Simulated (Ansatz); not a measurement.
Ir, DFT, PBE, PAW with Ansatz's default frozen-core files, scalar-relativistic (Ansatz 0.2.0), run on 1 thread of Arm Neoverse V1 on a shared host.

The cell comes from COD entry 9008470, which wasn't checked; take it as a given geometry. The listed cell was then made from it by scaling, straining or moving an atom.

Command: `ansatz run input.yaml --threads 1 --pin off --max-ram 3072MiB --backend cpu --events-out ev --progress --plain --runs-dir out`

```yaml
crystal:
  lattice:
    - [0.0, 1.9449621075, 1.9449621075]
    - [1.9449621075, 0.0, 1.9449621075]
    - [1.9449621075, 1.9449621075, 0.0]
  atoms:
    - { symbol: Ir, position: [0.0, 0.0, 0.0] }
kpoints:
  mp_grid: { grid: [15, 15, 15] }
scf:
  occupations: { method: fermi_dirac, width: 0.05 }
hamiltonian:
  xc: pbe
  pseudopotentials: { kind: paw }
output:
  forces: true
  stress: true
  eigenvalues: true
  efg: { contact_densities: true }
  write_density: true
  write_potential: true
  elf: true
  volumetric_format: npy
```

Question: How large is the problem that the program sets up?

Answer: 120 irreducible k-points, 283 plane waves at Γ, 13 bands.

Question: About how long does it take, and how much memory does it use?

Answer: 3.3 s of wall time for 6 SCF iterations, with a peak of 0.34 GiB. Times on shared machines scatter by tens of per cent.

Question: And the same cell and mesh by all-electron PAW (datasets made for this crystal), asked for forces, stress, eigenvalues, efg, on the same hardware?

Answer: 7.2 s, peak memory 0.4 GiB.
